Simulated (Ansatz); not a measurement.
Set up this calculation in Ansatz 0.2.0, as the native input.

```
Task                : ladder of functionals
Functional          : LDA
Potentials or basis : Ansatz PAW
Cutoff              : 420 eV
Density cutoff      : 2520 eV
k mesh              : 8 × 8 × 8
Occupations         : fixed
Spin                : no spin polarisation
```

The system is ZnSe (Stilleite).

```xyz
2
Lattice="0.0000 2.8338 2.8338 2.8338 0.0000 2.8338 2.8338 2.8338 0.0000" Properties=species:S:1:pos:R:3 pbc="T T T"
Se    4.2507    4.2507    4.2507
Zn    0.0000    0.0000    0.0000
```

One way to write it, as run:

input.yaml

```yaml
crystal:
  lattice:
    - [0.0, 2.8338, 2.8338]
    - [2.8338, 0.0, 2.8338]
    - [2.8338, 2.8338, 0.0]
  atoms:
    - { symbol: Se, position: [0.75, 0.75, 0.75] }
    - { symbol: Zn, position: [0.0, 0.0, 0.0] }
hamiltonian:
  xc: lda
  pseudopotentials: { kind: paw, core: small }
kpoints:
  mp_grid: { grid: [8, 8, 8] }
scf:
  occupations: { method: fixed }
output:
  forces: true
  stress: true
  eigenvalues: true
  xc_energy_on_converged_density: [lda, pbe, pbesol, rpbe, revpbe, blyp, r2scan]
basis:
  ecutrho_ratio: 6
```

Potentials or basis: Ansatz PAW.

Launch:

```sh
$ ansatz run input.yaml --threads 1 --pin off --max-ram 2560MiB --backend cpu --events-out ev --progress --plain --runs-dir out
```

It gave:

| Item | Value |
| --- | --- |
| Pressure | -3.4 GPa |
| Band gap on the k mesh | 1.03 eV, direct |

Caveat: the PAW data sets come from PBE, with cores solved anew for the run's functional, which leaves a small shift of forces and pressure.

Run time: 3.4 s on 1 thread of Arm Neoverse V2, on a shared host, peak memory 0.34 GiB.
